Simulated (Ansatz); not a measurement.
A relaxation computed with Ansatz, from input to last step.

```yaml
crystal:
  lattice:
    - [2.4366012439, 0.0, 0.0]
    - [-1.218300622, 2.1101585761, 0.0]
    - [0.0, 0.0, 4.3563997462]
  atoms:
    - { symbol: Cr, position: [0.3333333333, 0.6666666667, 0.25] }
    - { symbol: Cr, position: [0.6666666667, 0.3333333333, 0.75] }
basis:
  ecutwfc: 420
kpoints:
  mp_grid: { grid: [21, 21, 10] }
hamiltonian:
  xc: pbe
scf:
  occupations: { method: gaussian, width: 0.1 }
output:
  forces: true
  stress: true
  eigenvalues: true
relax:
  adjacent_minimum: "off"
  f_tol: 0.01
  max_steps: 30
  cell: { stress_tol: 0.1, fix: [volume] }
```

```bash
ansatz run input.yaml --threads 1 --pin off --max-ram 2560MiB --backend cpu --events-out ev --progress --plain --runs-dir out
```

The calculation used DFT PBE, scalar-relativistic, plane waves, PAW (Ansatz).

The volume is held at 0.94 times that of the relaxed cell.

Of 4 frames 3 are shown, positions in Å and forces in eV/Å; the SCF threshold varies from step to step. Steps run on the plane waves of an earlier cell, with a Pulay correction in the pressure. The basis is chosen afresh for the last frame, the zero of the energies, and at times for earlier ones too; energy and pressure step there, also at an unchanged geometry.

```xyz
2
Lattice="2.4366 0.0000 0.0000 -1.2183 2.1102 0.0000 0.0000 0.0000 4.3564" Properties=species:S:1:pos:R:3:forces:R:3 pbc="T T T" step=1 free_energy_over_end_meV_per_atom=0.07 pressure_GPa=16.61
Cr    0.0000    1.4068    1.0891    0.0000    0.0000    0.0000
Cr    1.2183    0.7034    3.2673    0.0000    0.0000    0.0000
2
Lattice="2.4379 0.0000 0.0000 -1.2189 2.1113 0.0000 0.0000 0.0000 4.3519" Properties=species:S:1:pos:R:3:forces:R:3 pbc="T T T" step=2 free_energy_over_end_meV_per_atom=0.01 pressure_GPa=16.58
Cr    0.0000    1.4075    1.0880    0.0000    0.0000    0.0000
Cr    1.2189    0.7038    3.2639    0.0000    0.0000    0.0000
2
Lattice="2.4388 0.0000 0.0000 -1.2194 2.1121 0.0000 0.0000 0.0000 4.3484" Properties=species:S:1:pos:R:3:forces:R:3 pbc="T T T" step=4 free_energy_over_end_meV_per_atom=0.00 pressure_GPa=16.55
Cr    0.0000    1.4081    1.0871    0.0000    0.0000    0.0000
Cr    1.2194    0.7040    3.2613    0.0000    0.0000    0.0000
```

It took 25 s on 1 thread of Arm Neoverse V1 (shared host), peak memory 0.39 GiB.

Spin polarisation was left out, and a magnetic state may lie lower.